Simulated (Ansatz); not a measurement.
A 2-atom cell of MgS started from a crystallographic database, relaxed with r2SCAN in the PAW code Ansatz. Space group Fm-3m (No. 225), cubic; a = 5.203 Å in the conventional setting, 17.61 Å³ an atom. Around Mg lie 6 S at 2.60 Å; around S lie 6 Mg at 2.60 Å.

The axes x, y and z are those of this cell:
```
CELL_PARAMETERS angstrom
0.00000 2.60152 2.60152
2.60152 0.00000 2.60152
2.60152 2.60152 0.00000
ATOMIC_POSITIONS crystal
Mg 0.00000 0.00000 0.00000
S 0.50000 0.50000 0.50000
```

Unstrained: With PBE the valence top lies at Γ and the conduction bottom at X, 2.790 eV higher; the smallest vertical gap, at Γ, is 3.723 eV. r2SCAN gives an indirect gap of 3.463 eV, from Γ to X; the least direct gap is 4.642 eV at Γ. With HSE06 the valence top lies at Γ and the conduction bottom at X, 3.804 eV higher; the smallest vertical gap, at Γ, is 4.827 eV. Meshes: PBE 8×8×8, r2SCAN 8×8×8, HSE06 6×6×6. Strains are changes of length per length, and xy shears are angles. After each strain the atoms were relaxed again with r2SCAN within the symmetry that the strain leaves, so tilts or polar shifts that break it weren't tested; points keep the names that they have in the unstrained zone. (Simulation; spin polarisation is off.)

**Question.** For epitaxial +1.02 % in the xy plane, how far does the free direction move, and what happens to the gap?

**Answer.** The normal strain at zero normal stress is -0.56 %, 0.55 of the in-plane strain with the sign turned. PBE: the gap goes from 2.790 to 2.686 eV (-0.104 eV); with r2SCAN the top three valence levels at Γ, degenerate before, become 2+1 from the top over 71 meV. r2SCAN: the gap goes from 3.463 to 3.355 eV (-0.108 eV). HSE06: the gap goes from 3.804 to 3.689 eV (-0.115 eV).

**Question.** One strain changed the r2SCAN stress by xx +0.04, yy +0.04, zz -0.03, xy -1.58 GPa (compression positive) and the gap by -0.148 eV (PBE), -0.159 eV (r2SCAN), -0.157 eV (HSE06). Which kind of strain was it, and roughly how large?

**Answer.** Xy shear, engineering strain (angle) +2.62 %. The pattern of the stress gives the kind; the size needs the stiffness, so it is an estimate.

The meshes of the hybrids are coarse, so their gaps aren't converged to the digits shown.

The splittings at Γ are without spin-orbit coupling, which regroups them where it is of like size or larger.
